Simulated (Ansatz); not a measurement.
# NaH: the band gap up the ladder of functionals

An exercise on one series of results from a longer session: the logs are not shown, and one member is left open.

Program: Ansatz 0.2.0. PAW datasets, plane waves. The calculation is spin-unpolarised, and the structure need not be a phase that has been made.

**The structure to begin with**

The cell was relaxed beforehand with r2SCAN.

The symmetry is Pm-3m (No. 221, cubic); conventional cell a = 2.932 Å, 12.61 Å³ an atom. Na has 8 H at 2.54 Å; H has 8 Na at 2.54 Å.

As a file:

Space group Pm-3m (No. 221). a = 2.932 Å, b = 2.932 Å, c = 2.932 Å, α = 90.00°, β = 90.00°, γ = 90.00°
```tsv
atom	site	symmetry	x	y	z
Na	1a	m-3m	0.0000	0.0000	0.0000
H	1b	m-3m	0.5000	0.5000	0.5000
```

Set-up of the first run:

The input, input.yaml:

```yaml
crystal:
  lattice:
    - [2.9323911888, 0.0, 0.0]
    - [0.0, 2.9323911888, 0.0]
    - [0.0, 0.0, 2.9323911888]
  atoms:
    - { symbol: Na, position: [0.0, 0.0, 0.0] }
    - { symbol: H, position: [0.5, 0.5, 0.5] }
kpoints:
  mp_grid: { grid: [8, 8, 8] }
  band_path:
    path:
      - [[0.0, 0.0, 0.0], [2.748289285518e-50, 0.5, -6.425426557161e-69], [0.5, 0.5, -1.094629956923e-35], [0.0, 0.0, 0.0], [0.5, 0.5, 0.5], [2.748289285518e-50, 0.5, -6.425426557161e-69]]
      - [[0.5, 0.5, 0.5], [0.5, 0.5, -1.094629956923e-35]]
    npoints: 10
hamiltonian:
  xc: pbe
scf:
  occupations: { method: fermi_dirac, width: 0.02 }
  n_extra_bands: 4
output:
  forces: true
  stress: true
  eigenvalues: true
```

The run is started by

```sh
$ ansatz run input.yaml --threads 2 --pin off --max-ram 2211MiB --backend cpu --events-out ev --progress --plain --runs-dir out
```

Steps of the session up to this table: PBE band path; r2SCAN at the same geometry; Single point with HSE06; PBE0; Single point with LDA; One-shot GW from PBE; Quasiparticle levels, G0W0@PBE; DDH-PBE0; r2SCAN0; Single point with LC-ωPBE.

One table of the session follows, with a row left open; its other results are not shown here.

```
                     level  gap (eV)
                       PBE      1.03
                    r2SCAN         ?
                     HSE06      1.88
                      PBE0      2.59
                       LDA      0.58
 G0W0@PBE (75 empty bands)      2.97
G0W0@PBE (186 empty bands)      3.09
                  DDH-PBE0      2.91
                   r2SCAN0      2.96
                   LC-ωPBE      6.57
```

Q: Estimate the row for r2SCAN from the others.

**Answer.** gap (eV): 1.60. In the column «gap (eV)» it lies between PBE (1.03) and HSE06 (1.88).

Meshes: PBE 8×8×8, r2SCAN 8×8×8, HSE06 6×6×6, PBE0 6×6×6, LDA 8×8×8, DDH-PBE0 6×6×6, r2SCAN0 6×6×6, LC-ωPBE 6×6×6.

In words: LDA gives the least gap, 0.58 eV, and LC-ωPBE the largest, 6.57 eV. PBE reaches 33 % of the G0W0@PBE value, and r2SCAN 52 %. PBE0 lies 0.71 eV above HSE06, which differs from it by screening the long-range exchange. G0W0 here is at a finite number of bands, screening cutoff and k mesh, not at the basis limit.

Caveats from the session: Warnings in the runs' records: stress exchange threshold loose, stress scf threshold loose.
